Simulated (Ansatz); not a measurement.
**PbS (P6_3/mmc) at 3 levels of theory**

One geometry, relaxed with PBE; plane waves with PAW potentials in Ansatz, scalar-relativistic unless the row names spin-orbit coupling. No spin polarisation but for the spin–orbit row. Gaps are the least over mesh and band path; pressure is positive in compression.

```cif
data_structure
_symmetry_space_group_name_H-M 'P 1'
_symmetry_Int_Tables_number 1
_cell_length_a 4.1286
_cell_length_b 4.1286
_cell_length_c 7.3563
_cell_angle_alpha 90.000
_cell_angle_beta 90.000
_cell_angle_gamma 120.000
_cell_volume 108.59
loop_
_atom_site_label
_atom_site_type_symbol
_atom_site_fract_x
_atom_site_fract_y
_atom_site_fract_z
_atom_site_occupancy
Pb1 Pb 0.66667 0.33333 0.75000 1
Pb2 Pb 0.33333 0.66667 0.25000 1
S1 S 0.00000 0.00000 0.00000 1
S2 S 0.00000 0.00000 0.50000 1
```

```json
{"level": "PBE", "cutoff (eV)": "420", "k mesh": "12×12×6", "gap (eV)": "0.26", "pressure (GPa)": "0.0"}
```

Question: What comes out on the same cell with r2SCAN, PBE with spin-orbit coupling?

Answer:
```json
{"level": "r2SCAN", "cutoff (eV)": "500", "k mesh": "12×12×6", "gap (eV)": "0.46", "pressure (GPa)": "-1.0"}
{"level": "PBE with spin-orbit coupling", "cutoff (eV)": "420", "k mesh": "12×12×6", "gap (eV)": "0", "pressure (GPa)": "-0.3"}
```

Spin-orbit coupling matters for the bands of heavy elements and enters only rows that name it. The smearing is narrow for a metal on this mesh.

The cell was found from a structure generator's guess, not taken from experiment.
